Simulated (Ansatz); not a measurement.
# Gallium, alpha-Ga (Cmce) under LDA: convergence with the plane-wave cutoff, part 2 of 2

A convergence test of the plane-wave cutoff. The geometry was relaxed under LDA beforehand and stays fixed; 9 values are run, from 150 to 800 eV. Wanted are the values from which on the energy stays within 10 and 1 meV/atom, and the pressure within 0.5 GPa, of the last run. Within the series other settings stay, but some runs also write fields, which adds to their time. Spin polarisation is left out.

Ansatz 0.2.0; DFT LDA, plane waves with PAW, scalar-relativistic.

### 7 Cutoff 350 eV

The run at 350 eV.

Contents of input.yaml:

```yaml
crystal:
  lattice:
    - [2.2178908173, -3.7419137528, 0.0]
    - [2.2178908173, 3.7419137528, 0.0]
    - [0.0, 0.0, 4.4249628129]
  atoms:
    - { symbol: Ga, position: [0.8443628362, 0.1556371638, 0.0859373133] }
    - { symbol: Ga, position: [0.6556371638, 0.3443628362, 0.5859373133] }
    - { symbol: Ga, position: [0.1556371638, 0.8443628362, 0.9140626867] }
    - { symbol: Ga, position: [0.3443628362, 0.6556371638, 0.4140626867] }
hamiltonian:
  xc: lda
  pseudopotentials:
    kind: paw
    azcp:
      Ga: "pseudopotentials/Ga.paw.azcp"
basis:
  ecutwfc: 350
  fft_grid_basis: typed
kpoints:
  mp_grid: { grid: [8, 8, 7], shift: [0, 0, 0] }
magnetization:
  spin_polarized: false
scf:
  occupations: { method: fermi_dirac, width: 0.1 }
  lower_state_search: "off"
output:
  stress: true
```

Started as:

```bash
$ ansatz run input.yaml --threads 2 --pin off --max-ram 5120MiB --backend cpu --events-out ev --progress --plain --runs-dir out
```

Standard output (excerpt; [...] marks lines left out):

```text
Warning: basis.ecutwfc = 350 eV is below the records' recommended 420 eV, and the density's cutoff is lower with it unless basis.ecutrho_ratio is high enough to keep the records' density cutoff: compare with a run at a higher cutoff
Warning: <dir> the record states the generating functional pbe (its physics header spells it `PBE`), which answers neither for hamiltonian.xc's functional nor for the lda family's — results may be inconsistent (PPs are generated against a specific XC)
Warning: RAYON_NUM_THREADS=2 ignored (pool sized by the plan → 2); use --threads N
[...]
Pseudopotentials: kind: paw
Pseudopotential: Ga, paw, valence charge 13, recommended cutoff 420 eV (normal), <dir>
Functional definition: SPW92
[...]
Crystal: 4 atoms, lattice volume = 73.447 Å³
Basis set: ecut = 350 eV, 1101 PW (Γ)
Bands: 30, of which v1, the nominal top of the filled ones, is band 26 counted from 1 (25 counted from 0)
Symmetry: 8 space group operations
Space group: Cmce (ITA 64), of the structure as read, at distance tolerance 4.2e-5 Å
k-points: 84 of 448
[...]
SCF iter   1: F=—  HF=-14827.913726 eV  |F-HF|=—  |Δ(HF+E_count)|=         —  Δρ=5.20e-3  dr2=7.37e-3  ethr=1.77e-3  ⟨swp⟩=5.7  Hψ=8911  notcnv=0
[...]
SCF iter   8: F=-14827.906094 eV  HF=-14827.906094 eV  |F-HF|=3.07e-8  |Δ(HF+E_count)|=   9.35e-8  Δρ=7.21e-6  dr2=2.15e-8  ethr=1.92e-10  ⟨swp⟩=4.0  Hψ=9363  notcnv=0
[...]
SCF converged after 8 iterations
Free energy (F): -14827.906094 eV
[...]
E sigma→0 (E₀):  -14827.891047 eV
Entropy (-TS):   -0.030094 eV (-7.523 meV/atom)
Fermi energy:    9.552685 eV
[...]
--- Stress (GPa, compression-positive) ---
        0.027077       0.000000      -0.000000
        0.000000       0.066127       0.000000
       -0.000000       0.000000       0.057144
  P = ⅓ Tr σ = 0.0501 GPa (0.501 kbar)
```

It took 3.8 s on 2 threads of Arm Neoverse V2, shared host; peak memory 0.37 GiB.

### 8 Cutoff 420 eV

The run at 420 eV.

Edit input.yaml of step 7 so:

```diff
@@ -17,3 +17,3 @@
 basis:
-  ecutwfc: 350
+  ecutwfc: 420
   fft_grid_basis: typed
@@ -28 +28,5 @@
   stress: true
+  write_density: true
+  write_potential: true
+  elf: true
+  volumetric_format: npy
```

Started as:

```bash
$ ansatz run input.yaml --threads 2 --pin off --max-ram 5120MiB --backend cpu --events-out ev --progress --plain --runs-dir out
```

Standard output (excerpt; [...] marks lines left out):

```text
Warning: <dir> the record states the generating functional pbe (its physics header spells it `PBE`), which answers neither for hamiltonian.xc's functional nor for the lda family's — results may be inconsistent (PPs are generated against a specific XC)
Warning: RAYON_NUM_THREADS=2 ignored (pool sized by the plan → 2); use --threads N
[...]
Pseudopotentials: kind: paw
Pseudopotential: Ga, paw, valence charge 13, recommended cutoff 420 eV (normal), <dir>
Functional definition: SPW92
[...]
Crystal: 4 atoms, lattice volume = 73.447 Å³
Basis set: ecut = 420 eV, 1477 PW (Γ)
Bands: 32, of which v1, the nominal top of the filled ones, is band 26 counted from 1 (25 counted from 0)
Symmetry: 8 space group operations
Space group: Cmce (ITA 64), of the structure as read, at distance tolerance 4.2e-5 Å
k-points: 84 of 448
[...]
SCF iter   1: F=—  HF=-14827.934305 eV  |F-HF|=—  |Δ(HF+E_count)|=         —  Δρ=5.79e-3  dr2=8.38e-3  ethr=1.77e-3  ⟨swp⟩=5.5  Hψ=10014  notcnv=0
[...]
SCF iter   7: F=-14827.931042 eV  HF=-14827.931042 eV  |F-HF|=4.69e-9  |Δ(HF+E_count)|=   1.17e-8  Δρ=3.46e-6  dr2=1.33e-8  ethr=1.92e-10  ⟨swp⟩=7.9  Hψ=16891  notcnv=0
[...]
SCF converged after 7 iterations
Free energy (F): -14827.931042 eV
[...]
E sigma→0 (E₀):  -14827.915992 eV
Entropy (-TS):   -0.030100 eV (-7.525 meV/atom)
Fermi energy:    9.552310 eV
[...]
--- Stress (GPa, compression-positive) ---
       -0.000280       0.000000      -0.000000
        0.000000       0.000682       0.000000
       -0.000000       0.000000      -0.008386
  P = ⅓ Tr σ = -0.0027 GPa (-0.027 kbar)
--- Band table (eV; the first three rows and the last of 84) ---
[...]
```

Wall time 6.5 s (2 threads of Arm Neoverse V2, shared host); peak memory 0.41 GiB.

### 9 Cutoff 500 eV

The run at 500 eV.

Edit input.yaml of step 8 so:

```diff
@@ -17,3 +17,3 @@
 basis:
-  ecutwfc: 420
+  ecutwfc: 500
   fft_grid_basis: typed
@@ -28,5 +28 @@
   stress: true
-  write_density: true
-  write_potential: true
-  elf: true
-  volumetric_format: npy
```

Started as:

```bash
$ ansatz run input.yaml --threads 2 --pin off --max-ram 5120MiB --backend cpu --events-out ev --progress --plain --runs-dir out
```

Standard output (excerpt; [...] marks lines left out):

```text
Warning: <dir> the record states the generating functional pbe (its physics header spells it `PBE`), which answers neither for hamiltonian.xc's functional nor for the lda family's — results may be inconsistent (PPs are generated against a specific XC)
Warning: RAYON_NUM_THREADS=2 ignored (pool sized by the plan → 2); use --threads N
[...]
Pseudopotentials: kind: paw
Pseudopotential: Ga, paw, valence charge 13, recommended cutoff 420 eV (normal), <dir>
Functional definition: SPW92
[...]
Crystal: 4 atoms, lattice volume = 73.447 Å³
Basis set: ecut = 500 eV, 1837 PW (Γ)
Bands: 30, of which v1, the nominal top of the filled ones, is band 26 counted from 1 (25 counted from 0)
Symmetry: 8 space group operations
Space group: Cmce (ITA 64), of the structure as read, at distance tolerance 4.2e-5 Å
k-points: 84 of 448
[...]
SCF iter   1: F=—  HF=-14827.938954 eV  |F-HF|=—  |Δ(HF+E_count)|=         —  Δρ=5.31e-3  dr2=7.48e-3  ethr=1.77e-3  ⟨swp⟩=5.3  Hψ=9441  notcnv=0
[...]
SCF iter   7: F=-14827.933364 eV  HF=-14827.933364 eV  |F-HF|=1.28e-7  |Δ(HF+E_count)|=   2.80e-7  Δρ=1.21e-5  dr2=7.75e-8  ethr=1.92e-10  ⟨swp⟩=3.0  Hψ=11560  notcnv=0
[...]
SCF converged after 7 iterations
Free energy (F): -14827.933364 eV
[...]
E sigma→0 (E₀):  -14827.918314 eV
Entropy (-TS):   -0.030100 eV (-7.525 meV/atom)
Fermi energy:    9.551714 eV
[...]
--- Stress (GPa, compression-positive) ---
       -0.002000       0.000000      -0.000000
        0.000000      -0.000485       0.000000
       -0.000000       0.000000      -0.009695
  P = ⅓ Tr σ = -0.0041 GPa (-0.041 kbar)
```

It took 6.6 s on 2 threads of Arm Neoverse V2, shared host; peak memory 0.44 GiB.

### 10 Cutoff 600 eV

The run at 600 eV.

Edit input.yaml of step 9 so:

```diff
@@ -17,3 +17,3 @@
 basis:
-  ecutwfc: 500
+  ecutwfc: 600
   fft_grid_basis: typed
@@ -28 +28,5 @@
   stress: true
+  write_density: true
+  write_potential: true
+  elf: true
+  volumetric_format: npy
```

Started as:

```bash
$ ansatz run input.yaml --threads 2 --pin off --max-ram 5120MiB --backend cpu --events-out ev --progress --plain --runs-dir out
```

Standard output (excerpt; [...] marks lines left out):

```text
Warning: <dir> the record states the generating functional pbe (its physics header spells it `PBE`), which answers neither for hamiltonian.xc's functional nor for the lda family's — results may be inconsistent (PPs are generated against a specific XC)
Warning: RAYON_NUM_THREADS=2 ignored (pool sized by the plan → 2); use --threads N
[...]
Pseudopotentials: kind: paw
Pseudopotential: Ga, paw, valence charge 13, recommended cutoff 420 eV (normal), <dir>
Functional definition: SPW92
[...]
Crystal: 4 atoms, lattice volume = 73.447 Å³
Basis set: ecut = 600 eV, 2475 PW (Γ)
Bands: 32, of which v1, the nominal top of the filled ones, is band 26 counted from 1 (25 counted from 0)
Symmetry: 8 space group operations
Space group: Cmce (ITA 64), of the structure as read, at distance tolerance 4.2e-5 Å
k-points: 84 of 448
[...]
SCF iter   1: F=—  HF=-14827.939431 eV  |F-HF|=—  |Δ(HF+E_count)|=         —  Δρ=5.29e-3  dr2=7.48e-3  ethr=1.77e-3  ⟨swp⟩=5.5  Hψ=10174  notcnv=0
[...]
SCF iter   8: F=-14827.934066 eV  HF=-14827.934066 eV  |F-HF|=2.76e-9  |Δ(HF+E_count)|=   7.51e-8  Δρ=2.80e-6  dr2=3.97e-9  ethr=1.92e-10  ⟨swp⟩=9.0  Hψ=19180  notcnv=0
[...]
SCF converged after 8 iterations
Free energy (F): -14827.934066 eV
[...]
E sigma→0 (E₀):  -14827.919016 eV
Entropy (-TS):   -0.030100 eV (-7.525 meV/atom)
Fermi energy:    9.551806 eV
[...]
--- Stress (GPa, compression-positive) ---
       -0.002756       0.000000      -0.000000
        0.000000      -0.001325       0.000000
       -0.000000       0.000000      -0.010892
  P = ⅓ Tr σ = -0.0050 GPa (-0.050 kbar)
--- Band table (eV; the first three rows and the last of 84) ---
[...]
```

It took 12 s on 2 threads of Arm Neoverse V2, shared host; peak memory 0.5 GiB.

### 11 Cutoff 800 eV

The run at 800 eV.

Edit input.yaml of step 10 so:

```diff
@@ -17,3 +17,3 @@
 basis:
-  ecutwfc: 600
+  ecutwfc: 800
   fft_grid_basis: typed
```

Started as:

```bash
$ ansatz run input.yaml --threads 2 --pin off --max-ram 5120MiB --backend cpu --events-out ev --progress --plain --runs-dir out
```

Standard output (excerpt; [...] marks lines left out):

```text
Warning: <dir> the record states the generating functional pbe (its physics header spells it `PBE`), which answers neither for hamiltonian.xc's functional nor for the lda family's — results may be inconsistent (PPs are generated against a specific XC)
Warning: RAYON_NUM_THREADS=2 ignored (pool sized by the plan → 2); use --threads N
[...]
Pseudopotentials: kind: paw
Pseudopotential: Ga, paw, valence charge 13, recommended cutoff 420 eV (normal), <dir>
Functional definition: SPW92
[...]
Crystal: 4 atoms, lattice volume = 73.447 Å³
Basis set: ecut = 800 eV, 3779 PW (Γ)
Bands: 32, of which v1, the nominal top of the filled ones, is band 26 counted from 1 (25 counted from 0)
Symmetry: 8 space group operations
Space group: Cmce (ITA 64), of the structure as read, at distance tolerance 4.2e-5 Å
k-points: 84 of 448
[...]
SCF iter   1: F=—  HF=-14827.941511 eV  |F-HF|=—  |Δ(HF+E_count)|=         —  Δρ=5.81e-3  dr2=8.46e-3  ethr=1.77e-3  ⟨swp⟩=6.4  Hψ=11509  notcnv=0
[...]
SCF iter   7: F=-14827.936209 eV  HF=-14827.936209 eV  |F-HF|=1.30e-8  |Δ(HF+E_count)|=   1.89e-7  Δρ=4.23e-6  dr2=1.83e-8  ethr=1.92e-10  ⟨swp⟩=13.2  Hψ=29872  notcnv=0
[...]
SCF converged after 7 iterations
Free energy (F): -14827.936209 eV
[...]
E sigma→0 (E₀):  -14827.921159 eV
Entropy (-TS):   -0.030100 eV (-7.525 meV/atom)
Fermi energy:    9.552205 eV
[...]
--- Stress (GPa, compression-positive) ---
       -0.003307       0.000000      -0.000000
        0.000000      -0.002078       0.000000
       -0.000000       0.000000      -0.011891
  P = ⅓ Tr σ = -0.0058 GPa (-0.058 kbar)
--- Band table (eV; the first three rows and the last of 84) ---
[...]
```

Run time: 18 s. Hardware: 2 threads of Arm Neoverse V2, shared host; peak memory 0.64 GiB.

### 12 The series

Differences are taken from the run at 800 eV.

```
cutoff (eV)  plane waves at Γ  E(σ → 0) (meV/atom)  P (GPa)  SCF cycles  CPU time
        150               315             37108.91    -2.40           7     2.9 s
        200               455              8167.98     1.62           7     4.3 s
        250               655              1282.09     0.72           6     6.2 s
        300               873               121.69     0.49           7     6.1 s
        350              1101                 7.53     0.05           8     7.5 s
        420              1477                 1.29     0.00           7      13 s
        500              1837                 0.71     0.00           7      13 s
        600              2475                 0.54     0.00           8      24 s
        800              3779                 0.00    -0.01           7      34 s
```

### 13 Outcome

What follows sums up all 2 parts.

| quantity | value |
| --- | --- |
| E(σ → 0) stays within 10 meV/atom of 800 eV | from 350 eV on |
| E(σ → 0) stays within 1 meV/atom | from 500 eV on |
| pressure stays within 0.5 GPa | from 350 eV on |
| pressure at 800 eV | -0.01 GPa |
| CPU time, dearest over cheapest | 12 |
| run at the usual settings (mesh 11×11×10 against the series' 8×8×7, 420 eV) | -1.0 meV/atom from 800 eV, 0.04 GPa |

**Reading.** The far end, 150 eV, lies +37109 meV/atom and -2.4 GPa from the yardstick. The energy falls at each step up in cutoff, as the variational principle asks. 1 meV/atom is reached at 500 eV; energy differences often converge earlier, as errors cancel. The cell taken over is 6 % smaller than the measured one (19.59 Å³/atom, COD).
